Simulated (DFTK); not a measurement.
Wanted: the native input for a DFTK 0.8.2 run.

```yaml
Task: band structure
Functional: r2SCAN
Potentials_or_basis: SG15 1.2 (PBE)
Cutoff: 1225 eV
k_mesh: 9 × 9 × 9
Occupations: fermi-dirac, width 0.05 eV
Spin: no spin polarisation
Valence_electrons: Pb 14
SCF_tolerance_on_the_density: 1e-06
```

Crystal: Pb.

```
Pb
1.0
     0.00000    2.47502    2.47502
     2.47502    0.00000    2.47502
     2.47502    2.47502    0.00000
Pb
1
Cartesian
  0.0000 0.0000 0.0000
```

These files were run (other wordings do the same):

run.jl

```julia
using DFTK
using PseudoPotentialData
using Unitful, UnitfulAtomic
using LinearAlgebra, Printf
include("save.jl")
disable_threading()

# lattice vectors are the columns
lattice = austrip(1u"Å") * [           0.0        2.47502        2.47502;
                  2.47502            0.0        2.47502;
                  2.47502        2.47502            0.0]
symbols   = [:Pb]
positions = [[0.0, 0.0, 0.0]]
pseudopotentials = Dict(:Pb => "Pb.upf")
elements = Dict(s => ElementPsp(s, pseudopotentials; rcut=10.0) for s in unique(symbols))
atoms    = [elements[s] for s in symbols]

build_model(lattice, positions; symmetries=true) =
    model_DFT(lattice, atoms, positions;
              functionals=r2SCAN(),
              temperature=austrip(0.05u"eV"),
              smearing=Smearing.FermiDirac(),
              symmetries)
Ecut  = 45.0  # hartree
kgrid = [9, 9, 9]
tol   = 1e-6
to_GPa = ustrip(uconvert(u"GPa", 1u"hartree/bohr^3"))

model = build_model(lattice, positions)
basis = PlaneWaveBasis(model; Ecut, kgrid)
display(basis)
scfres = self_consistent_field(basis;
                               tol,
                               nbandsalg=AdaptiveBands(model; n_bands_converge=12))
display(scfres.energies)
@printf "Fermi level: %.6f eV\n" ustrip(auconvert(u"eV", something(scfres.εF, NaN)))
forces = compute_forces_cart(scfres)
println("Forces (eV/Å)")
for (s, f) in zip(symbols, forces)
    @printf "%-3s %12.6f %12.6f %12.6f\n" s ustrip.(auconvert.(u"eV/Å", f))...
end
stress = compute_stresses_cart(scfres)
println("Stress (GPa)")
display(round.(stress * to_GPa; digits=4))
println("Levels at the first k-point (eV): ", round.(ustrip.(auconvert.(u"eV", scfres.eigenvalues[1][1:scfres.n_bands_converge])); digits=4))
save_scf!(scfres; forces, stress)

points = Dict("G" => [0.0, 0.0, 0.0], "K" => [0.375, 0.375, 0.75], "L" => [0.5, 0.5, 0.5], "U" => [0.625, 0.25, 0.625], "W" => [0.5, 0.25, 0.75], "X" => [0.5, 0.0, 0.5])
segments = [("G", "X", 7), ("X", "W", 4), ("W", "K", 3), ("K", "G", 7), ("G", "L", 6), ("L", "U", 4), ("U", "W", 3), ("W", "L", 5), ("L", "K", 4), ("U", "X", 3)]
kcoords = vcat([[points[a] + t * (points[b] - points[a]) for t in range(0, 1, n)] for (a, b, n) in segments]...)
bands = compute_bands(scfres, ExplicitKpoints(kcoords); n_bands=14, tol=1e-5)
for (k, ε) in zip(bands.basis.kpoints, bands.eigenvalues)
    @printf "%d %8.4f %8.4f %8.4f " k.spin k.coordinate...
    println(join([@sprintf("%9.4f", e) for e in ustrip.(auconvert.(u"eV", ε .- scfres.εF))]))
end
results["band_energies"] = rows(bands.eigenvalues); results["band_kpoints"] = rows(kcoords)
```

Potentials or basis: SG15 1.2 (PBE).

Launch:

```console
$ julia --threads=1 run.jl  # save.jl only writes the numbers to a file and isn't shown; printed stress counts tension as positive; times include loading and compiling
```

It gave:

```
Pressure               : -0.5 GPa
Band gap on the k mesh : none (metal or under the smearing width)
```

Caveat: the potentials were made for another functional, which shifts forces and pressure; spin-orbit coupling is left out, which moves the levels of the heavy elements.

Run time: 8.4 min on 1 thread of AMD EPYC 7R43 64-Core Processor (Zen 3), with other jobs on the host, peak memory 1.8 GiB.
